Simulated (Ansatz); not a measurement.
## I under changes of volume

One of the cells (42.631 Å³/atom); the others are scaled copies at fixed shape and fractional positions:

```
I
1.0
     3.63503   -2.39502    0.00000
     3.63503    2.39502    0.00000
     0.00000    0.00000    9.79344
I
4
Direct
  0.64930 0.35070 0.38440
  0.14930 0.85070 0.11560
  0.35070 0.64930 0.61560
  0.85070 0.14930 0.88440
```

| Item | Value |
| --- | --- |
| Program | Ansatz 0.2.0 |
| Functional | LDA |
| Potentials or basis | all-electron LAPW, scalar-relativistic |
| Cutoff | 253 eV (chosen from the basis error) |
| Basis error allowed | 0.002 eV/atom |
| k mesh | 7 × 7 × 3 |
| Occupations | fermi-dirac, width 0.05 eV |
| Spin | no spin polarisation |

```tsv
volume (Å³/atom)	energy over the lowest point (meV/atom)	pressure (GPa)	gap on the mesh (eV)	largest force (eV/Å)
40.073	2.67	0.8	1.36	1.307
40.926	0.00	0.2	1.33	1.097
41.778	0.56	-0.4	1.29	0.903
42.631	?	?	?	?
43.483	9.89	-1.3	1.20	0.560
44.336	18.01	-1.7	1.16	0.411
45.189	28.10	-2.1	1.12	0.279
```

Problem. What does the run at 42.631 Å³/atom give?

Solution. Energy over the lowest point 3.97 meV/atom; pressure -0.9 GPa; gap on the mesh 1.24 eV; largest force 0.724 eV/Å.

Worked out: A Birch-Murnaghan fit of order 3 (a polynomial in V^(-2/3)) to the other rows has its minimum at 41.19 Å³/atom with B0 = V·E''(V) = 28 GPa and B' = 5.1 at fixed shape and positions, which overstates the stiffness. It gives 3.97 meV/atom at 42.631 Å³/atom, against the run's 3.97, and -dE/dV = -0.9 GPa, against -0.9. A straight line through the other rows of the gap, of slope -2.05 eV per unit of ln V, gives 1.24 eV, against the run's 1.24.

Energies are extrapolated to zero smearing.

Caveats: spin-orbit coupling is left out, which moves the levels of the heavy elements; an odd mesh through Γ misses points on the zone boundary, where band edges often lie; forces of over 1 eV/Å show positions far from the minimum, so gaps and moduli don't describe the material at rest (some runs).
